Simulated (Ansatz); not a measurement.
# TaN: the cost of one run

Computed with Ansatz 0.2.0 (DFT PBEsol, scalar-relativistic, plane waves, PAW, unless a step's input says otherwise).

1 further run of the same task is left out (set aside as unsound or not needed).

## (1) The structure to begin with

Symmetry: P-6m2, No. 187, hexagonal system. The conventional cell has a = 2.924 Å, b = 2.924 Å, c = 2.871 Å, α = 90.00°, β = 90.00°, γ = 120.00°. Ta (site symmetry -6m2) is surrounded by 6 N at 2.22 Å. Around N (site symmetry -6m2) lie 6 Ta at 2.22 Å.

Coordinates:

```
CELL_PARAMETERS angstrom
2.92399 0.00000 0.00000
-1.46199 2.53225 0.00000
0.00000 0.00000 2.87073
ATOMIC_POSITIONS crystal
Ta 0.33333 0.66667 0.50000
N 0.00000 0.00000 0.00000
```

It is the result of an earlier relaxation at this level (volume 10.63 Å³/atom; gap on the mesh: none (metal)).

## (2) The reference cell

Reference values: F = -10187.6448 eV; pressure 0.00 GPa; largest force 0.000 eV/Å; gap on the mesh none (metal). It was computed beforehand with the settings of the runs below.

## (3) The disturbance

All atoms moved at random, sigma 0.25 Å a component. Displacements in the unstrained cell, with the mean shift removed:

```
atom  ux (Å)  uy (Å)  uz (Å)
 Ta1   0.059  -0.467  -0.062
  N2  -0.059   0.467   0.062
```

## (4) Single point of the disturbed structure

input.yaml

```yaml
crystal:
  lattice:
    - [2.9239890448, 0.0, 0.0]
    - [-1.4619945224, 2.5322487932, 0.0]
    - [0.0, 0.0, 2.8707276426]
  atoms:
    - { symbol: Ta, position: [0.2613113837, 0.4822978189, 0.4782692686] }
    - { symbol: "N", position: [0.0720219496, 0.1843688477, 0.0217307314] }
basis:
  ecutwfc: 420
kpoints:
  mp_grid: { grid: [12, 12, 12] }
hamiltonian:
  xc: pbesol
scf:
  occupations: { method: gaussian, width: 0.15 }
output:
  forces: true
  stress: true
  eigenvalues: true
  write_density: true
  write_potential: true
  elf: true
  volumetric_format: npy
```

On the command line:

```
> ansatz run input.yaml --threads 1 --pin off --max-ram 2560MiB --backend cpu --events-out ev --progress --plain --runs-dir out
```

What time and memory should one allow on 1 thread of Arm Neoverse V2, shared host?

About 30 s, with a peak of 0.54 GiB.
